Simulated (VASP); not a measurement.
# MgS: self-consistent run, by functional and exact exchange

MgS, Fm-3m (no. 225), 2 atoms in the cell.

| Functional | Exact exchange | Pressure (GPa) | Gap on the mesh (eV) | Time (s) |
|---|---|---|---|---|
| O3LYP | 0.1161 | 1.38 | 3.818 | 15 |
| B3PW91 | 0.2 | 0.32 | 4.227 | 14 |
| B97-1 | 0.21 | 1.19 | 4.309 | 14 |
| PBEsol0 | 0.25 | -1.86 | 4.460 | 15 |
| PBE0 (PBEH) | 0.25 | -0.49 | 4.522 | 14 |
| B97-3 | 0.2693 | 0.50 | 4.648 | 16 |
| BHandHLYP | 0.5 | 0.14 | 6.391 | 15 |
| PBE50 | 0.5 | -2.12 | 6.343 | 19 |

Limits: the k mesh is coarse, so the gap and the pressure can be far off.

## Input of the first row

INCAR.step1:
```
  PREC = Accurate
  ENCUT = 450
  EDIFF = 1E-5
  ISMEAR = 0
  SIGMA = 0.02
  LREAL = False
  LASPH = True
  ALGO = Normal
  NELM = 100
  ISIF = 2
  LWAVE = True
  LCHARG = False
  GGA = PE
```

INCAR.step2:
```
  PREC = Accurate
  ENCUT = 450
  EDIFF = 1E-6
  ISMEAR = 0
  SIGMA = 0.02
  LREAL = False
  LASPH = True
  ALGO = Normal
  NELM = 100
  ISIF = 2
  LWAVE = False
  LCHARG = False
  ISTART = 1
  LHFCALC = True
  AEXX = 0.1161
  PRECFOCK = Fast
  GGA = LIBXC
  LIBXC1 = HYB_GGA_XC_O3LYP
```

KPOINTS:
```
k-points
0
Gamma
  4 4 4
```

POSCAR:
```
MgS
1.0
    0.0000000000      2.6016500000      2.6016500000
    2.6016500000      0.0000000000      2.6016500000
    2.6016500000      2.6016500000      0.0000000000
S Mg
1 1
Direct
    0.5000000000      0.5000000000      0.5000000000
    0.0000000000      0.0000000000      0.0000000000
```

Commands (each step's output is kept before the next begins):
```
cat potpaw_PBE.64/S/POTCAR potpaw_PBE.64/Mg/POTCAR > POTCAR
cp INCAR.step1 INCAR
mpirun -np 1 vasp_std > vasp.out
cp INCAR.step2 INCAR
mpirun -np 1 vasp_std > vasp.out
```

Changes of the last row against the first:
```
(step 2)
- AEXX = 0.1161
- LIBXC1 = HYB_GGA_XC_O3LYP
+ AEXX = 0.5
+ LIBXC1 = HYB_GGA_XC_PBE50
```

VASP 6.6.1 took 15 s on 1 core (Intel Xeon 6975P-C (Granite Rapids)), a shared host.
